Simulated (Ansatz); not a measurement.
Write the native input for Ansatz 0.2.0 that does the following.

```
Task                : elastic constants
Functional          : LDA
Potentials or basis : all-electron LAPW, scalar-relativistic
Cutoff              : 326 eV (chosen from the basis error)
Basis error allowed : 0.001 eV/atom
k mesh              : 7 × 7 × 7
Occupations         : fermi-dirac, width 0.05 eV
Spin                : no spin polarisation
```

Crystal: CdO (Monteponite).

```
CELL_PARAMETERS angstrom
0.00000 2.34950 2.34950
2.34950 0.00000 2.34950
2.34950 2.34950 0.00000
ATOMIC_POSITIONS crystal
Cd 0.00000 0.00000 0.00000
O 0.50000 0.50000 0.50000
```

One way to write it, as run:

input.yaml

```yaml
crystal:
  lattice:
    - [0.0, 2.3495, 2.3495]
    - [2.3495, 0.0, 2.3495]
    - [2.3495, 2.3495, 0.0]
  atoms:
    - { symbol: Cd, position: [0.0, 0.0, 0.0] }
    - { symbol: O, position: [0.5, 0.5, 0.5] }
kpoints:
  mp_grid: { grid: [7, 7, 7] }
scf:
  occupations: { method: fermi_dirac, width: 0.05 }
hamiltonian:
  xc: lda
  pseudopotentials: { kind: all_electron, lapw: { basis_error: 0.001 } }
output:
  forces: true
  stress: true
elastic:
  mode: relaxed_ion
  stencil: two_point
```

Potentials or basis: all-electron LAPW, scalar-relativistic.

Command:

```console
$ ansatz run input.yaml --threads 1 --pin off --max-ram 3072MiB --backend cpu --events-out ev --progress --plain --runs-dir out
```

It gave:

| Item | Value |
| --- | --- |
| Pressure | -6.1 GPa |
| Band gap on the k mesh | none (metal or under the smearing width) |
| Elastic constants C11, C12, C44 | 185, 107, 50 GPa |
| Voigt bulk modulus | 133 GPa |

Caveat: the k mesh is thin for a metal, which can move the energy by tens of meV per atom; a metal's response needs a denser mesh; the cell is more than 3 GPa from zero pressure, which shifts response properties; elastic constants of metals need much finer meshes, so these are rough; this crystal is a semiconductor, whose small gap the functional closes, so the metal is an error of the method.

Wall time 23 s on 1 thread of Intel(R) Xeon(R) 6975P-C (Granite Rapids) (shared host), peak memory 0.4 GiB.
